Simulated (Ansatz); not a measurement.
# CsSnI3: response to biaxial strain in the a-b plane

How does CsSnI3 answer biaxial strain in the a-b plane between -6 and +6 %? At each strain the length and tilt of c and the atoms relax, within the symmetry that is left.

The COD cell was measured well above room temperature, so it is larger than a cold one.

Program: Ansatz 0.2.0. Level of theory: DFT PBEsol, scalar-relativistic, plane waves, PAW. These are calculated values, not measurements.

2 further runs of the same task are left out: 2 set aside as unsound or not needed.

### 1 The structure to begin with

It takes space group Pm-3m (No. 221, cubic). Conventional cell: a = 6.134 Å, b = 6.134 Å, c = 6.134 Å, α = 90.00°, β = 90.00°, γ = 90.00°. Around Cs (site symmetry m-3m) lie 12 I at 4.34 Å. Sn (site symmetry m-3m) has 6 I at 3.07 Å in its first shell of neighbours. Around I (site symmetry 4/mmm) lie 2 Sn at 3.07 Å and 4 Cs at 4.34 Å.

As a file:

```cif
data_structure
_symmetry_space_group_name_H-M 'P 1'
_symmetry_Int_Tables_number 1
_cell_length_a 6.1341
_cell_length_b 6.1341
_cell_length_c 6.1341
_cell_angle_alpha 90.000
_cell_angle_beta 90.000
_cell_angle_gamma 90.000
_cell_volume 230.81
loop_
_atom_site_label
_atom_site_type_symbol
_atom_site_fract_x
_atom_site_fract_y
_atom_site_fract_z
_atom_site_occupancy
Cs1 Cs 0.00000 0.00000 0.00000 1
Sn1 Sn 0.50000 0.50000 0.50000 1
I1 I 0.00000 0.50000 0.50000 1
I2 I 0.50000 0.00000 0.50000 1
I3 I 0.50000 0.50000 0.00000 1
```

It is the result of an earlier relaxation at this level (volume 46.16 Å³/atom; gap on the mesh: 0.11 eV).

### 2 Reference cell for the strains

The input, input.yaml:

```yaml
crystal:
  lattice:
    - [6.1340713835, 0.0, 0.0]
    - [0.0, 6.1340713835, 0.0]
    - [0.0, 0.0, 6.1340713835]
  atoms:
    - { symbol: Cs, position: [0.0, 0.0, 0.0] }
    - { symbol: Sn, position: [0.5, 0.5, 0.5] }
    - { symbol: I, position: [0.0, 0.5, 0.5] }
    - { symbol: I, position: [0.5, 0.0, 0.5] }
    - { symbol: I, position: [0.5, 0.5, 0.0] }
basis:
  ecutwfc: 420
kpoints:
  mp_grid: { grid: [6, 6, 6] }
hamiltonian:
  xc: pbesol
scf:
  occupations: { method: gaussian, width: 0.01 }
output:
  forces: true
  stress: true
  eigenvalues: true
```

Command:

```bash
$ ansatz run input.yaml --threads 1 --pin off --max-ram 2560MiB --backend cpu --events-out ev --progress --plain --runs-dir out
```

Further runs follow: the gap over the whole zone; the cell strained by -2.0 %; the gap over the whole zone at -2.0 %; the cell strained by +2.0 %; the gap over the whole zone at +2.0 %; strain -4.0 %; seeking the band edges at -4.0 %; strain +4.0 %; band edges over the zone at +4.0 %; strain -6.0 %; strain +6.0 %; the gap over the whole zone at +6.0 %.

Before running it: what results should come out? Wanted: (1/V) d²E/dε² at zero strain, cubic fit; strain of the free axis c per applied strain.

The runs gave:

| quantity | value |
| --- | --- |
| largest energy cost | 63.5 meV/atom at -6.0 % |
| (1/V) d²E/dε² at zero strain, cubic fit | 100 GPa |
| strain of the free axis c per applied strain | -0.22 |

In words: From the curvature follows twice the biaxial modulus: 100 GPa. Compression by 6 % costs 63.5 meV/atom and stretching 39.9. The free axis c moves against the applied strain (factor -0.22). The gap is closed at -6.0 %, -4.0 %, -2.0 %. Spin-orbit coupling is left out, which matters for the bands of I.
